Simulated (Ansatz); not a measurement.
Single sheet of WS2:

```xyz
3
Lattice="3.1597 0.0000 0.0000 -1.5799 2.7364 0.0000 0.0000 0.0000 32.2905" Properties=species:S:1:pos:R:3 pbc="T T F"
S     0.0000    1.8243   14.5696
W     1.5799    0.9121   16.1455
S     0.0000    1.8243   17.7214
```

These are results of Ansatz 0.2.0, DFT PBE+D3(BJ), scalar-relativistic, plane waves, PAW, not measurements. Cutoff 420 eV; k points 12×12×1 on the computed 6-atom cell (Γ-centred); Gaussian smearing, width 0.02 eV; no spin polarisation. The sheet is isolated along c (Coulomb cut-off).

Two copies are stacked at this cell; shifts count in fractions of a and b, turns are about the origin, and heights relax. Binding counts from two free sheets, negative where bound; one atom of each layer keeps its place in the plane.

(1) What binding, spacing and gap does each stacking have?

Spin-orbit coupling is left out, which matters for the bands of heavy elements.

## Answers

(1)
```json
{"stacking": "Upper layer shifted by (0, 0)", "binding (meV/Å²)": "-22.4", "centre to centre (Å)": "6.67", "between outer atoms (Å)": "3.52", "gap (mesh and path)": "1.65 eV"}
{"stacking": "Upper layer shifted by (0.333, 0.667)", "binding (meV/Å²)": "-33.0", "centre to centre (Å)": "6.06", "between outer atoms (Å)": "2.92", "gap (mesh and path)": "1.36 eV"}
{"stacking": "Upper layer shifted by (0.667, 0.333)", "binding (meV/Å²)": "-33.0", "centre to centre (Å)": "6.06", "between outer atoms (Å)": "2.92", "gap (mesh and path)": "1.36 eV"}
{"stacking": "Upper layer shifted by (0.5, 0)", "binding (meV/Å²)": "-30.6", "centre to centre (Å)": "6.17", "between outer atoms (Å)": "3.02", "gap (mesh and path)": "1.42 eV"}
{"stacking": "Upper layer turned by 180 degrees and shifted by (0, 0)", "binding (meV/Å²)": "-33.2", "centre to centre (Å)": "6.08", "between outer atoms (Å)": "2.93", "gap (mesh and path)": "1.35 eV"}
{"stacking": "Upper layer turned by 180 degrees and shifted by (0.333, 0.667)", "binding (meV/Å²)": "-30.6", "centre to centre (Å)": "6.15", "between outer atoms (Å)": "3.00", "gap (mesh and path)": "1.44 eV"}
{"stacking": "Upper layer turned by 180 degrees and shifted by (0.667, 0.333)", "binding (meV/Å²)": "-22.9", "centre to centre (Å)": "6.64", "between outer atoms (Å)": "3.49", "gap (mesh and path)": "1.64 eV"}
{"stacking": "Upper layer turned by 180 degrees and shifted by (0.5, 0)", "binding (meV/Å²)": "-26.0", "centre to centre (Å)": "6.43", "between outer atoms (Å)": "3.28", "gap (mesh and path)": "1.55 eV"}
```

The reference crystal is a form of WS2, which isn't its usual structure.